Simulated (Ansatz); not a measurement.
Runs of Ansatz 0.2.0 on Cu. Symmetry: Fm-3m, No. 225, cubic system. The conventional cell has a = 3.615 Å, b = 3.615 Å, c = 3.615 Å, α = 90.00°, β = 90.00°, γ = 90.00°. Cu (site symmetry m-3m) is surrounded by 12 Cu at 2.56 Å. 

```tsv
task	level	cell	k mesh	cutoff (eV)	target pressure (GPa)	mesh quality	gap on the mesh (eV)	pressure (GPa)
projected density of states	HSE06	as given	7 × 7 × 7	420	-	coarse	none	(a)
projected density of states	PBEsol	as given	7 × 7 × 7	420	-	coarse	none	(c)
projected density of states	RPBE	as given	7 × 7 × 7	420	-	coarse	none	6.5
relaxation of cell and atoms	r2SCAN	relaxed to 30 GPa	13 × 13 × 13	500	30	not flagged	none	30.0
relaxation of cell and atoms	r2SCAN	relaxed to 5 GPa	13 × 13 × 13	500	5	not flagged	none	5.0
projected density of states	r2SCAN	as given	7 × 7 × 7	500	-	coarse	none	-5.0
projected density of states	r2SCAN0	as given	7 × 7 × 7	500	-	coarse	none	-2.5
relaxation of cell and atoms	r2SCAN	relaxed to 10 GPa	13 × 13 × 13	500	10	not flagged	none	10.0
relaxation of cell and atoms	r2SCAN	relaxed to 2 GPa	13 × 13 × 13	500	2	not flagged	none	2.0
projected density of states	LDA	as given	7 × 7 × 7	420	-	coarse	none	(b)
projected density of states	PBE0	as given	7 × 7 × 7	420	-	coarse	none	1.4
projected density of states	BLYP	as given	7 × 7 × 7	420	-	coarse	none	9.7
```

Alike in all rows: potentials or basis Ansatz PAW; no spin polarisation; smearing fermi-dirac 0.05 eV.

Question: Estimate the missing entries.

Answer: (a) 1.6; (b) -12.7; (c) -6.7.

Caveats: some runs use coarse meshes; the PAW data sets come from PBE, with cores solved anew for the run's functional, which leaves a small shift of forces and pressure; the density of states is complete only up to the lowest level of the last band computed (some runs); the plane-wave basis is chosen anew once the cell has moved, so the energies of steps on either side of that aren't comparable (some runs); the thresholds are loose for stress (some runs).

A gap of «none» marks a metal or a gap under the smearing width.

Runs at the PBE level aren't shown here.
